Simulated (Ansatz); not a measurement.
# Every step of a relaxation of TePb (zincblende type)

DFT, PBE, PAW with Ansatz's default frozen-core files, scalar-relativistic (Ansatz 0.2.0); a Γ-centred 12×12×12 k mesh, Fermi–Dirac smearing of 0.05 eV, no spin polarisation. The run relaxes cell and atoms at a target pressure of 17 GPa.

Command: `ansatz run input.yaml --threads 1 --pin off --max-ram 3584MiB --backend cpu --events-out ev --progress --plain --runs-dir out` It took 55 s on 1 thread of Arm Neoverse V2, on a shared host, peak memory 0.42 GiB.

```yaml
crystal:
  lattice:
    - [0.0, 3.1364825223, 3.1364825223]
    - [3.1364825223, 0.0, 3.1364825223]
    - [3.1364825223, 3.1364825223, 0.0]
  atoms:
    - { symbol: Pb, position: [0.0, 0.0, 0.0] }
    - { symbol: Te, position: [0.25, 0.25, 0.25] }
kpoints:
  mp_grid: { grid: [12, 12, 12] }
scf:
  occupations: { method: fermi_dirac, width: 0.05 }
hamiltonian:
  xc: pbe
  pseudopotentials: { kind: paw }
output:
  forces: true
  stress: true
  eigenvalues: true
  write_density: true
  write_potential: true
  elf: true
  volumetric_format: npy
relax:
  f_tol: 0.005
  max_steps: 40
  cell: { p_target: 17.0, stress_tol: 0.03 }
```

Each step lists its enthalpy F + pV a cell above the last geometry, the pressure, the cell vectors (Å), and Cartesian positions (Å) with forces (eV/Å).

The first step:

```
step 1  dH = 282.65 meV  P = 29.3 GPa
  cell 0.0000 3.1365 3.1365  3.1365 0.0000 3.1365  3.1365 3.1365 0.0000
  Pb 0.0000 0.0000 0.0000   0.0000 0.0000 0.0000
  Te 1.5682 1.5682 1.5682   0.0000 0.0000 0.0000
```

Spin–orbit coupling is left out, which matters for the heavy atoms.

Task: Where does the relaxation end, and by which steps?

Result: After 4 geometries, with conventional a, b, c = 6.537, 6.537, 6.537 Å, at 34.920 Å³/atom (+13.17 % against the start) in space group F-43m, with a shortest distance of 2.831 Å. The further steps:
```
step 2  dH = 6.52 meV  P = 15.51 GPa
  cell 0.0000 3.2894 3.2894  3.2894 0.0000 3.2894  3.2894 3.2894 0.0000
  Pb 0.0000 0.0000 0.0000   0.0000 0.0000 0.0000
  Te 1.6447 1.6447 1.6447   0.0000 0.0000 0.0000
step 3  dH = 0.14 meV  P = 16.80 GPa
  cell 0.0000 3.2713 3.2713  3.2713 0.0000 3.2713  3.2713 3.2713 0.0000
  Pb 0.0000 0.0000 0.0000   0.0000 0.0000 0.0000
  Te 1.6357 1.6357 1.6357   0.0000 0.0000 0.0000
step 4  dH = 0.00 meV  P = 17.00 GPa
  cell 0.0000 3.2686 3.2686  3.2686 0.0000 3.2686  3.2686 3.2686 0.0000
  Pb 0.0000 0.0000 0.0000   0.0000 0.0000 0.0000
  Te 1.6343 1.6343 1.6343   0.0000 0.0000 0.0000
step 5  dH = -1.18 meV  P = 17.00 GPa  (same geometry on a basis chosen anew; earlier energies don't compare to the last digit)
  cell 0.0000 3.2686 3.2686  3.2686 0.0000 3.2686  3.2686 3.2686 0.0000
  Pb 0.0000 0.0000 0.0000   0.0000 0.0000 0.0000
  Te 1.6343 1.6343 1.6343   0.0000 0.0000 0.0000
```
